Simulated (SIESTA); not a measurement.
# GaAs (F-43m) in SIESTA: a series of runs, part 2 of 2

SIESTA 5.4.2. The steps go on from the part before.

## (3) Band structure, AM05

File GaAs.fdf:

```
SystemName                      GaAs
SystemLabel                     GaAs
NumberOfSpecies                 2
NumberOfAtoms                   2
%block ChemicalSpeciesLabel
  1  33 As
  2  31 Ga
%endblock ChemicalSpeciesLabel

LatticeConstant                 1.0 Ang
%block LatticeVectors
     0.0000000000     2.8268500000     2.8268500000
     2.8268500000     0.0000000000     2.8268500000
     2.8268500000     2.8268500000     0.0000000000
%endblock LatticeVectors
AtomicCoordinatesFormat         Fractional
%block AtomicCoordinatesAndAtomicSpecies
     0.7500000000     0.7500000000     0.7500000000  1  As
     0.0000000000     0.0000000000     0.0000000000  2  Ga
%endblock AtomicCoordinatesAndAtomicSpecies

%block kgrid.MonkhorstPack
    8   0   0  0.0
    0   8   0  0.0
    0   0   8  0.0
%endblock kgrid.MonkhorstPack
XC.Functional                   GGA
XC.Authors                      AM05
PAO.BasisSize                   DZP
PAO.EnergyShift                 0.002 Ry
Mesh.Cutoff                     800 Ry
OccupationFunction              FD
ElectronicTemperature           0.05 eV
MaxSCFIterations                120
SCF.MustConverge                false
SCF.Mixer.Method                Pulay
SCF.Mixer.Weight                0.25
SCF.Mixer.History               8
SCF.DM.Tolerance                5.0e-05
SCF.H.Tolerance                 1.0e-03 eV
WriteForces                     true
Charge.Mulliken                 end
BandLinesScale                  ReciprocalLatticeVectors
%block BandLines
    1    0.000000   0.000000   0.000000  \Gamma
   12    0.500000   0.000000   0.500000  X
    6    0.500000   0.250000   0.750000  W
    4    0.375000   0.375000   0.750000  K
   13    0.000000   0.000000   0.000000  \Gamma
   11    0.500000   0.500000   0.500000  L
    8    0.625000   0.250000   0.625000  U
    4    0.500000   0.250000   0.750000  W
    9    0.500000   0.500000   0.500000  L
    8    0.375000   0.375000   0.750000  K
    1    0.625000   0.250000   0.625000  U
    4    0.500000   0.000000   0.500000  X
%endblock BandLines
%block PAO.Basis
  Ga 4
  n=4 0 2
    6.830 0.000
  n=4 1 2
    9.500 0.000
  n=3 2 1
    3.752
  n=4 2 1
    9.500
%endblock PAO.Basis
```

Potentials or basis: PseudoDojo 0.4 standard (PBEsol files), DZP (energy shift 0.002 Ry; radii capped at 9.5 bohr).

On the command line:

```console
> siesta GaAs.fdf > GaAs.out 2>&1
```

GaAs.out:

```text
Version         : 5.4.2

[... 6 lines left out ...]
 NOTE: Please see the manual for full details and compatibility measures.

reinit: Reading from file GaAs.fdf

reinit: -----------------------------------------------------------------------
reinit: System Name: GaAs
reinit: -----------------------------------------------------------------------
reinit: System Label: GaAs
reinit: -----------------------------------------------------------------------

initatom: Reading input for the pseudopotentials and atomic orbitals ----------
Species number:   1 Atomic number:   33 Label: As
Species number:   2 Atomic number:   31 Label: Ga

Ground state valence configuration (from tables):   4s02  4p03  4d00  4f00
Ground state valence configuration (from tables):   4s02  4p01  4d00  4f00

---- Processing specs for species: As
Reading pseudopotential information in PSML from:
  As.psml
PSML file version: 1.1
Using libxc ids:  116 133
GGA--PBEsol XC_GGA_X_PBE_SOL--XC_GGA_C_PBE_SOL ps
Semicore shell(s) with 10 electrons included in the valence for As

---- Processing specs for species: Ga
Reading pseudopotential information in PSML from:
  Ga.psml
PSML file version: 1.1
Using libxc ids:  116 133
[... 657 lines left out ...]
siesta:                Solid            Molecule  Units
siesta:           0.00016130          0.00016124  Ry/Bohr**3
siesta:           0.01480966          0.01480468  eV/Ang**3
siesta:          23.72769508         23.71971007  kBar

Basis Enthalpy Calculation:
    Basis Pressure for species 1(As) :      0.2000000 GPa
    Basis Pressure for species 2(Ga) :      0.2000000 GPa

    Orbital volume contribution        =           2.892802 eV
    (Free)E + p_basis*V_orbitals       =       -4951.608136 eV
    (Free)Eharris+ p_basis*V_orbitals  =       -4951.608136 eV

mulliken: Atomic and Orbital Populations:

Species: As
Atom  Qatom  Qorb
               4s      4s      4py     4pz     4px     4py     4pz     4px
               3dxy    3dyz    3dz2    3dxz    3dx2-y2 4dxy    4dyz    4dz2
               4dxz    4dx2-y2
   1 14.916   2.045  -0.128   0.367   0.367   0.367   0.566   0.566   0.566
              2.002   2.002   2.004   2.002   2.004   0.048   0.048   0.021

              0.048   0.021

Species: Ga
Atom  Qatom  Qorb
               4s      4s      4py     4pz     4px     4py     4pz     4px
               3dxy    3dyz    3dz2    3dxz    3dx2-y2 4dxy    4dyz    4dz2
               4dxz    4dx2-y2
   2 13.084   0.951   0.238   0.346   0.346   0.346   0.213   0.213   0.213
              1.999   1.999   1.996   1.999   1.996  -0.012  -0.012   0.133

             -0.012   0.133

mulliken: Qtot =       28.000

Mulliken Atomic Populations:
Atom #   charge [q] valence [e]  Species
     1     0.083640   14.916360  As
     2    -0.083640   13.083640  Ga
 Total    -0.000000

Job completed
```

It took 81 s on 1 thread of Arm Neoverse V1, shared host; peak memory 0.39 GiB.

What came out:

| Quantity | Value |
| --- | --- |
| Free energy | -4954.5009 eV |
| Pressure | 2.4 GPa |
| Band gap on the k mesh | 0.52 eV, direct |
| Band gap along the path | 0.52 eV, direct |

Levels at the corners of the path, in eV from the valence-band top:
```tsv
point	band 10	band 11	band 12	band 13	band 14	band 15	band 16	band 17	band 18	band 19
Γ	-15.04	-12.84	0.00	0.00	0.00	0.52	3.93	3.93	3.93	11.71
X	-15.02	-10.34	-6.95	-2.81	-2.81	1.68	1.93	10.59	10.59	11.12
W	-15.03	-10.28	-6.77	-3.61	-3.45	4.82	5.19	5.54	6.55	11.39
K	-15.03	-10.37	-6.77	-3.95	-2.37	2.17	4.92	8.32	8.63	9.28
Γ	-15.04	-12.84	0.00	0.00	0.00	0.52	3.93	3.93	3.93	11.71
L	-15.03	-11.09	-6.78	-1.20	-1.20	1.02	4.96	4.96	8.73	11.26
U	-15.03	-10.37	-6.77	-3.95	-2.37	2.17	4.92	8.32	8.63	9.28
W	-15.03	-10.28	-6.77	-3.61	-3.45	4.82	5.19	5.54	6.55	11.39
L	-15.03	-11.09	-6.78	-1.20	-1.20	1.02	4.96	4.96	8.73	11.26
K	-15.03	-10.37	-6.77	-3.95	-2.37	2.17	4.92	8.32	8.63	9.28
U	-15.03	-10.37	-6.77	-3.95	-2.37	2.17	4.92	8.32	8.63	9.28
X	-15.02	-10.34	-6.95	-2.81	-2.81	1.68	1.93	10.59	10.59	11.12
```

Caveat: semicore shells carry a single zeta, which can move pressures by several GPa and volumes by a few percent; the potentials were made for another functional, which shifts forces and pressure; the basis of atomic orbitals isn't converged, which shifts pressures, moduli and gaps.

## (4) Band structure, vdW-DF-cx

Edit GaAs.fdf of step 3 so:

```diff
@@ -26,4 +26,4 @@
 %endblock kgrid.MonkhorstPack
-XC.Functional                   GGA
-XC.Authors                      AM05
+XC.Functional                   VDW
+XC.Authors                      BH
 PAO.BasisSize                   DZP
@@ -42,2 +42,6 @@
 Charge.Mulliken                 end
+Charge.Hirshfeld                end
+Charge.Voronoi                  end
+SaveRho                         true
+SaveElectrostaticPotential      true
 BandLinesScale                  ReciprocalLatticeVectors
@@ -60,3 +64,3 @@
   n=4 0 2
-    6.830 0.000
+    6.844 0.000
   n=4 1 2
```

Potentials or basis: PseudoDojo 0.4 standard (PBE files), DZP (energy shift 0.002 Ry; radii capped at 9.5 bohr).

On the command line:

```console
> siesta GaAs.fdf > GaAs.out 2>&1
```

Run time: 1.9 min. Hardware: 1 thread of Arm Neoverse V1, shared host; peak memory 0.49 GiB.

The run converged. Its results:

```
Free energy             : -4964.7964 eV
Pressure                : 3.6 GPa
Band gap on the k mesh  : 0.48 eV, direct
Band gap along the path : 0.48 eV, direct
Hirshfeld charges       : As -0.13; Ga +0.13 e
Voronoi charges         : As -0.15; Ga +0.15 e
```

Levels at the corners of the path, in eV from the valence-band top:
```csv
point,band 10,band 11,band 12,band 13,band 14,band 15,band 16,band 17,band 18,band 19
Γ,-15.03,-12.84,0.00,0.00,0.00,0.48,3.92,3.92,3.92,12.17
X,-15.01,-10.36,-6.94,-2.80,-2.80,1.66,1.90,10.57,10.57,11.10
W,-15.03,-10.30,-6.75,-3.62,-3.45,4.81,5.22,5.52,6.54,11.35
K,-15.02,-10.39,-6.75,-3.96,-2.37,2.15,4.92,8.29,8.72,9.25
Γ,-15.03,-12.84,0.00,0.00,0.00,0.48,3.92,3.92,3.92,12.17
L,-15.03,-11.10,-6.78,-1.20,-1.20,1.00,4.94,4.94,8.84,11.31
U,-15.02,-10.39,-6.75,-3.96,-2.37,2.15,4.92,8.29,8.72,9.25
W,-15.03,-10.30,-6.75,-3.62,-3.45,4.81,5.22,5.52,6.54,11.35
L,-15.03,-11.10,-6.78,-1.20,-1.20,1.00,4.94,4.94,8.84,11.31
K,-15.02,-10.39,-6.75,-3.96,-2.37,2.15,4.92,8.29,8.72,9.25
U,-15.02,-10.39,-6.75,-3.96,-2.37,2.15,4.92,8.29,8.72,9.25
X,-15.01,-10.36,-6.94,-2.80,-2.80,1.66,1.90,10.57,10.57,11.10
```

Caveat: Mulliken charges of long-ranged orbitals can have an unphysical sign; semicore shells carry a single zeta, which can move pressures by several GPa and volumes by a few percent; the potentials were made for another functional, which shifts forces and pressure; the basis of atomic orbitals isn't converged, which shifts pressures, moduli and gaps.

## (5) Band structure, BLYP

Edit GaAs.fdf of step 4 so:

```diff
@@ -26,4 +26,4 @@
 %endblock kgrid.MonkhorstPack
-XC.Functional                   VDW
-XC.Authors                      BH
+XC.Functional                   GGA
+XC.Authors                      BLYP
 PAO.BasisSize                   DZP
@@ -42,6 +42,2 @@
 Charge.Mulliken                 end
-Charge.Hirshfeld                end
-Charge.Voronoi                  end
-SaveRho                         true
-SaveElectrostaticPotential      true
 BandLinesScale                  ReciprocalLatticeVectors
@@ -64,3 +60,3 @@
   n=4 0 2
-    6.844 0.000
+    6.830 0.000
   n=4 1 2
@@ -68,3 +64,3 @@
   n=3 2 1
-    3.752
+    3.767
   n=4 2 1
```

On the command line:

```console
> siesta < GaAs.fdf > GaAs.out 2>&1
```

Wall time 79 s (1 thread of Arm Neoverse V1, shared host); peak memory 0.39 GiB.

It converged, with:

```
Free energy             : -4959.4343 eV
Pressure                : 8.4 GPa
Band gap on the k mesh  : 0.36 eV, direct
Band gap along the path : 0.37 eV, direct
```

Levels at the corners of the path, in eV from the valence-band top:
| point | band 12 | band 13 | band 14 | band 15 | band 16 | band 17 |
| --- | --- | --- | --- | --- | --- | --- |
| Γ | 0.00 | 0.00 | 0.00 | 0.37 | 4.01 | 4.01 |
| X | -6.97 | -2.75 | -2.75 | 1.91 | 2.03 | 10.50 |
| W | -6.79 | -3.52 | -3.35 | 4.74 | 5.41 | 5.60 |
| K | -6.78 | -3.85 | -2.32 | 2.31 | 5.00 | 8.35 |
| Γ | 0.00 | 0.00 | 0.00 | 0.37 | 4.01 | 4.01 |
| L | -6.75 | -1.19 | -1.19 | 1.00 | 5.09 | 5.09 |
| U | -6.78 | -3.85 | -2.32 | 2.31 | 5.00 | 8.35 |
| W | -6.79 | -3.52 | -3.35 | 4.74 | 5.41 | 5.60 |
| L | -6.75 | -1.19 | -1.19 | 1.00 | 5.09 | 5.09 |
| K | -6.78 | -3.85 | -2.32 | 2.31 | 5.00 | 8.35 |
| U | -6.78 | -3.85 | -2.32 | 2.31 | 5.00 | 8.35 |
| X | -6.97 | -2.75 | -2.75 | 1.91 | 2.03 | 10.50 |

Caveat: semicore shells carry a single zeta, which can move pressures by several GPa and volumes by a few percent; the potentials were made for another functional, which shifts forces and pressure; the basis of atomic orbitals isn't converged, which shifts pressures, moduli and gaps.

## (6) The runs side by side

```csv
level,potentials or basis,gap on the mesh (eV),pressure (GPa)
PBE,"PseudoDojo 0.4 standard (PBE files), DZP (energy shift 0.002 Ry; radii capped at 9.5 bohr)",0.56,5.4
AM05,"PseudoDojo 0.4 standard (PBEsol files), DZP (energy shift 0.002 Ry; radii capped at 9.5 bohr)",0.52,2.4
vdW-DF-cx,"PseudoDojo 0.4 standard (PBE files), DZP (energy shift 0.002 Ry; radii capped at 9.5 bohr)",0.48,3.6
BLYP,"PseudoDojo 0.4 standard (PBE files), DZP (energy shift 0.002 Ry; radii capped at 9.5 bohr)",0.36,8.4
```

Alike in all rows: task band structure; no spin polarisation; cell as given; k mesh 8 × 8 × 8; smearing fermi-dirac 0.05 eV; grid cutoff 800 Ry; energy shift 0.002 Ry.

Caveats: semicore shells carry a single zeta, which can move pressures by several GPa and volumes by a few percent; the basis of atomic orbitals isn't converged, which shifts pressures, moduli and gaps; the potentials were made for another functional, which shifts forces and pressure (some runs).

Absolute energies hang on the potentials; compare differences alone.

## (7) Against experiment

Step 2. Against the measured gap of GaAs, 1.412 eV (direct; 300 K; “Evidence of valence band perturbations in GaAsN/GaAs(001): A combined variable-angle spectroscopic ellipsometry and modulated photoreflectance investigation”, 2008, arxiv:0805.2212), the calculated 0.56 eV is off by -0.85 eV. 3 values of this kind are on record (1.412 to 1.51 eV); this one was drawn at random among those near their median, those with a stated uncertainty first. Spin-orbit coupling on As, Ga is left out. The value is that of PBE in an atomic basis (PseudoDojo 0.4 standard (PBE files), DZP (energy shift 0.002 Ry; radii capped at 9.5 bohr)), whose error adds to the functional's,, without temperature or zero-point motion. Semilocal functionals fall short of measured gaps as a rule.

Step 3. Measured gap of GaAs: 1.418 eV (direct; 300 K; “Evidence of valence band perturbations in GaAsN/GaAs(001): A combined variable-angle spectroscopic ellipsometry and modulated photoreflectance investigation”, 2008, arxiv:0805.2212). This calculation gives 0.52 eV (-0.90 eV). 3 values of this kind are on record (1.412 to 1.51 eV); this one was drawn at random among those near their median, those with a stated uncertainty first. Spin-orbit coupling on As, Ga is left out. The value is that of AM05 in an atomic basis (PseudoDojo 0.4 standard (PBEsol files), DZP (energy shift 0.002 Ry; radii capped at 9.5 bohr)), whose error adds to the functional's,, without temperature or zero-point motion. Semilocal functionals fall short of measured gaps as a rule.

Step 4. A measured gap of GaAs is 1.412 eV (direct; 300 K; “Evidence of valence band perturbations in GaAsN/GaAs(001): A combined variable-angle spectroscopic ellipsometry and modulated photoreflectance investigation”, 2008, arxiv:0805.2212); the calculated 0.48 eV misses it by -0.93 eV. 3 values of this kind are on record (1.412 to 1.51 eV); this one was drawn at random among those near their median, those with a stated uncertainty first. Spin-orbit coupling on As, Ga is left out. The value is that of vdW-DF-cx in an atomic basis (PseudoDojo 0.4 standard (PBE files), DZP (energy shift 0.002 Ry; radii capped at 9.5 bohr)), whose error adds to the functional's,, without temperature or zero-point motion.

Step 5. Measured gap of GaAs: 1.412 eV (direct; 300 K; “Evidence of valence band perturbations in GaAsN/GaAs(001): A combined variable-angle spectroscopic ellipsometry and modulated photoreflectance investigation”, 2008, arxiv:0805.2212). This calculation gives 0.37 eV (-1.05 eV). So large a miss can be the level of theory's own, or it may mean another phase, state or a wrong row. 3 values of this kind are on record (1.412 to 1.51 eV); this one was drawn at random among those near their median, those with a stated uncertainty first. Spin-orbit coupling on As, Ga is left out. The value is that of BLYP in an atomic basis (PseudoDojo 0.4 standard (PBE files), DZP (energy shift 0.002 Ry; radii capped at 9.5 bohr)), whose error adds to the functional's,, without temperature or zero-point motion. Semilocal functionals fall short of measured gaps as a rule.
